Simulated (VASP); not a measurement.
Wanted: the native input for a VASP 6.6.1 run.

```
Task                   : band structure
Functional             : LAK
Potentials or basis    : VASP PAW PBE potentials, release 64 (Cu, O)
Cutoff                 : 520 eV
k mesh                 : 6 × 6 × 6
Occupations            : fermi-dirac, width 0.05 eV
Spin                   : no spin polarisation
Further INCAR settings : ALGO = Normal; EDIFF = 1e-06
```

The structure of Cu2O (Cuprite) lies in POSCAR:

```
Cu2O
1.0
    4.2600000000      0.0000000000      0.0000000000
    0.0000000000      4.2600000000      0.0000000000
    0.0000000000      0.0000000000      4.2600000000
Cu O
4 2
Direct
    0.7500000000      0.2500000000      0.7500000000
    0.7500000000      0.7500000000      0.2500000000
    0.2500000000      0.7500000000      0.7500000000
    0.2500000000      0.2500000000      0.2500000000
    0.5000000000      0.5000000000      0.5000000000
    0.0000000000      0.0000000000      0.0000000000
```

The input as run:

INCAR

```
PREC = Accurate
ENCUT = 520
EDIFF = 1E-6
ISMEAR = -1
SIGMA = 0.05
LREAL = F
LASPH = T
NELM = 100
ALGO = Normal
ISIF = 2
LWAVE = F
LCHARG = F
LMAXMIX = 4
METAGGA = LAK
LMIXTAU = T
```

KPOINTS

```
Automatic mesh
0
Gamma
  6 6 6
```

KPOINTS_OPT

```
path GXMGRX,MR
10
line-mode
reciprocal
 0.0000000000  0.0000000000  0.0000000000  G
 0.0000000000  0.5000000000  0.0000000000  X

 0.0000000000  0.5000000000  0.0000000000  X
 0.5000000000  0.5000000000  0.0000000000  M

 0.5000000000  0.5000000000  0.0000000000  M
 0.0000000000  0.0000000000  0.0000000000  G

 0.0000000000  0.0000000000  0.0000000000  G
 0.5000000000  0.5000000000  0.5000000000  R

 0.5000000000  0.5000000000  0.5000000000  R
 0.0000000000  0.5000000000  0.0000000000  X

 0.5000000000  0.5000000000  0.0000000000  M
 0.5000000000  0.5000000000  0.5000000000  R
```

Potentials or basis: VASP PAW PBE potentials, release 64 (Cu, O).

Launch:

```sh
$ cat potpaw_PBE.64/Cu/POTCAR potpaw_PBE.64/O/POTCAR > POTCAR
$ mpirun -np 1 vasp_std > vasp.out
```

It gave:

```
Pressure                : 7.4 GPa
Band gap on the k mesh  : 0.93 eV, direct
Band gap along the path : 0.93 eV, direct
```

Caveat: the PAW data sets were made with another functional, which shifts forces and pressure a little.

Wall time 3.4 min on 1 thread of Intel(R) Xeon(R) Platinum 8488C (Sapphire Rapids) (shared host), peak memory 0.22 GiB.
